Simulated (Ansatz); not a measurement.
# Ta: the cost of one run

Computed with Ansatz 0.2.0 (DFT PBE, scalar-relativistic, plane waves, PAW, unless a step's input says otherwise).

### 1 Starting point

The structure is hexagonal, space group P6_3/mmc (No. 194). The conventional cell has a = 2.900 Å, b = 2.900 Å, c = 5.166 Å, α = 90.00°, β = 90.00°, γ = 120.00°. Ta (site symmetry -6m2) is surrounded by 12 Ta at 2.90 to 3.08 Å.

Coordinates:

```
Ta
1.0
     2.90037    0.00000    0.00000
    -1.45019    2.51180    0.00000
     0.00000    0.00000    5.16627
Ta
2
Direct
  0.66667 0.33333 0.75000
  0.33333 0.66667 0.25000
```

The structure comes from the Materials Project (structure only).

### 2 A single atom displaced

What differs from the listed cell: atom 2 (Ta) moved by 0.15 Å.

input.yaml

```yaml
crystal:
  lattice:
    - [2.9003720726, 0.0, 0.0]
    - [-1.4501860363, 2.5117958953, 0.0]
    - [0.0, 0.0, 5.166274]
  atoms:
    - { symbol: Ta, position: [0.66666667, 0.33333333, 0.75] }
    - { symbol: Ta, position: [0.3122753042, 0.6957414846, 0.2656147351] }
basis:
  ecutwfc: 420
kpoints:
  mp_grid: { grid: [15, 15, 8] }
hamiltonian:
  xc: pbe
scf:
  occupations: { method: gaussian, width: 0.1 }
output:
  forces: true
  stress: true
  eigenvalues: true
```

Launch:

```console
ansatz run input.yaml --threads 1 --pin off --max-ram 1331MiB --backend cpu --events-out ev --progress --plain --runs-dir out
```

**Question.** How long does this run take on 1 thread of an x86-64 CPU, shared host, and how much memory does it need?

About 53 s, with a peak of 0.72 GiB.
